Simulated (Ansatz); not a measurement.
**Mo: single point with PBE**

The system is Mo.

```xyz
1
Lattice="-1.5838 1.5838 1.5838 1.5838 -1.5838 1.5838 1.5838 1.5838 -1.5838" Properties=species:S:1:pos:R:3 pbc="T T T"
Mo    0.0000    0.0000    0.0000
```

| Item | Value |
| --- | --- |
| Program | Ansatz 0.2.0 |
| Task | single point |
| Functional | PBE |
| Potentials or basis | Ansatz PAW |
| Cutoff | 420 eV (not typed: the program's choice for these potentials) |
| k mesh | 12 × 12 × 12 |
| Occupations | gaussian, width 0.018 eV |
| Spin | no spin polarisation |

The pressure is -1.9 GPa and the band gap on the k mesh is none (metal or under the smearing width).

Levels at points of the mesh, in eV from the Fermi level:
| k point | band 3 | band 4 | band 5 | band 6 | band 7 | band 8 | band 9 | band 10 | band 11 |
| --- | --- | --- | --- | --- | --- | --- | --- | --- | --- |
| (0.00, 0.00, 0.00) | -34.52 | -34.52 | -7.12 | -1.27 | -1.27 | -1.27 | 1.69 | 1.69 | 14.73 |
| (0.00, 0.00, -0.50) | -34.94 | -34.53 | -5.16 | -3.26 | 1.62 | 1.71 | 2.32 | 4.68 | 11.43 |
| (-0.50, -0.50, -0.50) | -35.44 | -35.44 | -5.25 | -5.25 | 3.94 | 3.94 | 3.94 | 8.98 | 8.98 |

Run time: 0.68 s on 2 threads of Intel(R) Xeon(R) Processor @ 2.70GHz, with other jobs on the host, peak memory 0.29 GiB.
